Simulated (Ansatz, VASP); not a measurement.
MoS2: VASP beside Ansatz

Contents of POSCAR:

```
MoS2
1.0
    3.2202374489      0.0000000000      0.0000000000
   -1.6101187245      2.7888074370      0.0000000000
    0.0000000000      0.0000000000      5.9450268340
Mo S
1 2
Direct
    0.0000000000      0.0000000000      0.0000000000
    0.3333333333      0.6666666667      0.2600310814
    0.6666666667      0.3333333333      0.7399689186
```

INCAR.step1

```
PREC = Accurate
ENCUT = 520
ISMEAR = -1
SIGMA = 0.02
LREAL = F
LASPH = T
NELM = 150
ISPIN = 2
MAGMOM = 0 0 0
LMAXMIX = 4
NBANDS = 24
GGA = PE
ALGO = Normal
EDIFF = 1E-4
LWAVE = T
LCHARG = F
```

The input INCAR.step2:

```
PREC = Accurate
ENCUT = 520
EDIFF = 1E-6
ISMEAR = -1
SIGMA = 0.02
LREAL = F
LASPH = T
NELM = 150
ALGO = Normal
ISIF = 2
LWAVE = F
LCHARG = F
ISPIN = 2
MAGMOM = 0 0 0
LORBIT = 11
LMAXMIX = 4
METAGGA = R2SCAN
LMIXTAU = T
NBANDS = 24
ISTART = 1
```

Contents of KPOINTS:

```
Automatic mesh
0
Gamma
  6 6 4
```

Input for Ansatz:

```yaml
crystal:
  lattice:
    - [3.2202374489, 0.0, 0.0]
    - [-1.6101187245, 2.788807437, 0.0]
    - [0.0, 0.0, 5.945026834]
  atoms:
    - { symbol: Mo, position: [0.0, 0.0, 0.0] }
    - { symbol: S, position: [0.3333333333, 0.6666666667, 0.2600310814] }
    - { symbol: S, position: [0.6666666667, 0.3333333333, 0.7399689186] }
kpoints:
  mp_grid: { grid: [6, 6, 4] }
hamiltonian:
  xc: r2scan
scf:
  occupations: { method: fermi_dirac, width: 0.02 }
  n_extra_bands: 4
  max_iter: 95
output:
  forces: true
  stress: true
  eigenvalues: true
magnetization:
  spin_polarized: true
  initial_magnetization: 0.5
```

Alike in both runs: task single point; functional r2SCAN; k mesh 6 × 6 × 4; occupations fermi-dirac, width 0.02 eV; collinear spin.

|  | VASP | Ansatz |
| --- | --- | --- |
| version | VASP 6.6.1 | Ansatz 0.2.0 |
| potentials or method | VASP PAW PBE potentials, release 64 (Mo_sv, S) | plane waves |
| plane-wave cutoff (eV) | 520 | 500 |
| valence electrons in the cell | 26 | 26 |

|  | VASP | Ansatz | Ansatz less VASP |
| --- | --- | --- | --- |
| gap on the k mesh at the Fermi level (eV) | none | none | - |
| pressure (GPa) | 1.3 | 1.2 | -0.05 |
| largest component of the traceless stress (GPa) | 0.25 | 0.25 | +0.002 |
| rms of the force components (eV/Å) | 0.040 | 0.042 | +0.0020 |
| net moment per atom (μB) | 0.00 | 0.00 | 0.000 |

Atom by atom the forces differ by 0.002 eV/Å (rms over components). A gap of «none» marks a metal or a gap that the smearing closes. With one functional, cell and mesh, what is left measures potentials, basis and numerics. Ansatz warned: «moment_headroom_below_auto».

Caveats: the k mesh is coarse (spacing up to 0.38 Å⁻¹), so the values aren't converged; the PAW data sets were made with another functional, which shifts forces and pressure a little (VASP).
